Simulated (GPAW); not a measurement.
N on a P site in P, N K edge of atom 1, with 2 P at 1.80 Å and 1 P at 1.82 Å (distorted pyramidal; the defect atom itself). Method: GPAW, PBE, excited-electron core hole (neutral cell), 16-atom cell with 7.0 Å between holes, 3×3×3 k points, dipole transitions, Gaussian full width 0.9 eV up to 4 eV, rising linearly to 3.5 eV at 25 eV.

```
N P
1.0
    -1.65820    5.24200   -4.37930
     1.65820   -5.24200   -4.37930
    -4.97460   -5.24200    0.00000
N P
1 15
Cartesian
  -3.3195 -4.5929 -7.1943
  -3.3197 -4.1482 -2.5258
  -1.6088 1.0809 -6.8586
  -1.6971 1.1129 -2.4882
  -3.3216 -1.0603 -4.6973
  -1.6997 -6.2113 -4.7818
  -1.6573 4.1564 -4.7125
  0.0498 -0.9907 -4.7852
  -3.3099 -6.1916 -6.3256
  -3.3077 -6.3110 -1.8271
  -1.6831 -1.0533 -6.1987
  -1.6417 -1.0208 -1.8284
  -5.0010 -4.1073 -4.0366
  -4.7421 -4.2279 -8.2428
  -3.5540 1.0428 -3.8592
  -1.6231 -4.0905 -4.0230
```

Energy from the bottom of the conduction band, which holds the excited electron; a common scale on which the isotropic spectrum has a mean of 1 over the first 20 eV.

| E (eV) | curve 1 | curve 2 | curve 3 |
| --- | --- | --- | --- |
| -2.0 | 0.00 | 0.00 | 0.00 |
| -1.4 | 0.00 | 0.00 | 0.00 |
| -0.8 | 0.00 | 0.01 | 0.02 |
| -0.2 | 0.13 | 0.23 | 0.30 |
| 0.4 | 1.03 | 0.88 | 0.91 |
| 1.0 | 2.96 | 1.55 | 1.48 |
| 1.6 | 3.87 | 1.55 | 1.95 |
| 2.2 | 3.11 | 1.44 | 2.27 |
| 2.8 | 1.77 | 1.68 | 1.74 |
| 3.4 | 1.73 | 1.50 | 1.45 |
| 4.0 | 1.80 | 1.17 | 1.18 |
| 4.6 | 0.98 | 0.93 | 0.67 |
| 5.2 | 0.69 | 0.87 | 0.65 |
| 5.8 | 0.94 | 0.84 | 0.94 |
| 6.4 | 0.94 | 0.78 | 0.88 |
| 7.0 | 0.86 | 0.80 | 0.73 |
| 7.6 | 0.80 | 0.96 | 0.71 |
| 8.2 | 0.77 | 1.04 | 0.81 |
| 8.8 | 0.82 | 0.94 | 0.94 |
| 9.4 | 0.83 | 0.82 | 0.98 |
| 10.0 | 0.78 | 0.76 | 0.93 |
| 10.6 | 0.75 | 0.76 | 0.86 |
| 11.2 | 0.76 | 0.78 | 0.84 |
| 11.8 | 0.82 | 0.78 | 0.82 |
| 12.4 | 0.87 | 0.78 | 0.81 |
| 13.0 | 0.91 | 0.77 | 0.80 |
| 13.6 | 0.93 | 0.74 | 0.79 |
| 14.2 | 0.92 | 0.72 | 0.79 |
| 14.8 | 0.88 | 0.71 | 0.80 |
| 15.4 | 0.83 | 0.72 | 0.81 |
| 16.0 | 0.80 | 0.74 | 0.79 |
| 16.6 | 0.78 | 0.76 | 0.74 |
| 17.2 | 0.76 | 0.77 | 0.70 |
| 17.8 | 0.75 | 0.77 | 0.66 |
| 18.4 | 0.73 | 0.74 | 0.64 |
| 19.0 | 0.71 | 0.70 | 0.63 |
| 19.6 | 0.68 | 0.67 | 0.64 |
| 20.2 | 0.64 | 0.64 | 0.64 |
| 20.8 | 0.59 | 0.62 | 0.64 |
| 21.4 | 0.55 | 0.62 | 0.63 |
| 22.0 | 0.53 | 0.62 | 0.61 |
| 22.6 | 0.51 | 0.62 | 0.59 |
| 23.2 | 0.51 | 0.61 | 0.57 |

**Question.** The curves are for the electric vector along different Cartesian axes of the cell as given, for this one atom. Which is which?

Curve 1: along x, main maxima 1.7 eV (3.88), 3.8 eV (1.84) and 6.1 eV (0.97). Curve 2: along y, main maxima 1.3 eV (1.63), 2.9 eV (1.71) and 8.1 eV (1.04). Curve 3: along z, main maxima 2.1 eV (2.29), 6.0 eV (0.97) and 9.3 eV (0.98). A K edge sees empty p states on the absorber. Each direction probes the empty orbitals that point along it. In so small a cell the defects form an ordered array, and no site is far from one. The mesh is coarse (0.33 Å⁻¹ between points), so small maxima may be mesh ripples.

[Banner, clock and machine lines of the logs are left out without a mark of their own.]

[Logs are printed without paths, hosts, clocks, repeated set-up lines and the standing remarks that a program may print on its own settings, such as how far it seeks lower states.]

[Hosts, paths, dates, database ids (printed as entryN), source tags and the programs' standing remarks are cut or masked in the printed files.]

[Lists of maxima count a maximum above −3 eV only where it reaches 4 % of the highest in the window and stands out from its surroundings by 2 % of it (1.5 % where it reaches 55 %); shoulders and weaker maxima are passed over, and of the rest the first, up to two pre-edge ones and the few strongest are named.]
